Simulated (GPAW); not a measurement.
Runs of GPAW 26.7.0 on Cd. Symmetry: Im-3m, No. 229, cubic system. Conventional cell: a = 3.569 Å, b = 3.569 Å, c = 3.569 Å, α = 90.00°, β = 90.00°, γ = 90.00°. Cd (site symmetry m-3m) has 8 Cd at 3.09 Å as nearest neighbours. This isn't the form of Cd at room conditions, which is hcp.

```tsv
task	level	potentials or basis	cell	smearing	smearing order	optimizer	fmax	max steps	convergence	gap on the mesh (eV)	pressure (GPa)
single point	RPBE	the program's PAW data sets (release 1.2.1) made for this functional, pw	as given	gaussian 0.1 eV	-	-	-	-	-	none	(a)
single point	PBEsol	PAW data sets generated in the run's folder for this functional, pw	as given	gaussian 0.05 eV	-	-	-	-	-	none	-3.3
relaxation of cell and atoms	PBEsol+D4	PAW data sets generated in the run's folder for this functional, pw	relaxed	methfessel-paxton 0.1 eV	1	BFGS	0.02 eV/Å	40	density=1e-05 forces=0.0001	none	0.0
single point	PBE	GPAW PAW data sets (gpaw-data 1.2.1), pw	as given	gaussian 0.02 eV	-	-	-	-	-	none	0.7
```

Alike in all rows: no spin polarisation; k mesh 10 × 10 × 10; cutoff (eV) 600.

Question: Estimate the missing entries.

Answer: (a) 3.0.

Caveats: later steps reuse the first step's grids (some runs); this smearing can pin the Fermi level at a band edge (some runs); pairwise dispersion overbinds metals, which lowers pressure and volume (some runs).

A k mesh can miss the band edges, and the runs leave out spin-orbit coupling on Cd.

A gap of «none» marks a metal or a gap under the smearing width.
